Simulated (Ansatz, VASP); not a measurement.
Two plane-wave programs on KBr

Contents of INCAR:

```
PREC = Accurate
ENCUT = 520
EDIFF = 1E-7
ISMEAR = 0
SIGMA = 0.01
LREAL = False
LASPH = True
NELM = 100
ALGO = Normal
ISIF = 2
LWAVE = False
LCHARG = False
GGA = PE
NBANDS = 15
```

Contents of KPOINTS:

```
Automatic mesh
0
Gamma
  4 4 4
```

The input POSCAR:

```
KBr
1.0
    0.0000000000      3.3024386828      3.3024386828
    3.3024386828      0.0000000000      3.3024386828
    3.3024386828      3.3024386828      0.0000000000
K Br
1 1
Direct
    0.0000000000      0.0000000000      0.0000000000
    0.5000000000      0.5000000000      0.5000000000
```

Input for Ansatz:

```yaml
crystal:
  lattice:
    - [0.0, 3.3024386828, 3.3024386828]
    - [3.3024386828, 0.0, 3.3024386828]
    - [3.3024386828, 3.3024386828, 0.0]
  atoms:
    - { symbol: K, position: [0.0, 0.0, 0.0] }
    - { symbol: Br, position: [0.5, 0.5, 0.5] }
kpoints:
  mp_grid: { grid: [4, 4, 4] }
hamiltonian:
  xc: pbe
scf:
  occupations: { method: fixed }
  n_extra_bands: 4
output:
  forces: true
  stress: true
  eigenvalues: true
```

Alike in both runs: task single point; functional PBE; k mesh 4 × 4 × 4; no spin polarisation.

|  | VASP | Ansatz |
| --- | --- | --- |
| version | VASP 6.6.1 | Ansatz 0.2.0 |
| potentials or method | VASP PAW PBE potentials, release 64 (K_sv, Br) | plane waves, PAW |
| plane-wave cutoff (eV) | 520 | 420 |
| occupations | gaussian, width 0.01 eV | fixed |
| valence electrons in the cell | 16 | 16 |

```tsv
	VASP	Ansatz	Ansatz less VASP
gap on the k mesh at the Fermi level (eV)	4.43	4.43	+0.001
pressure (GPa)	0.7	0.7	-0.04
```

PBE gaps usually lie below the measured ones, often by a third to a half.
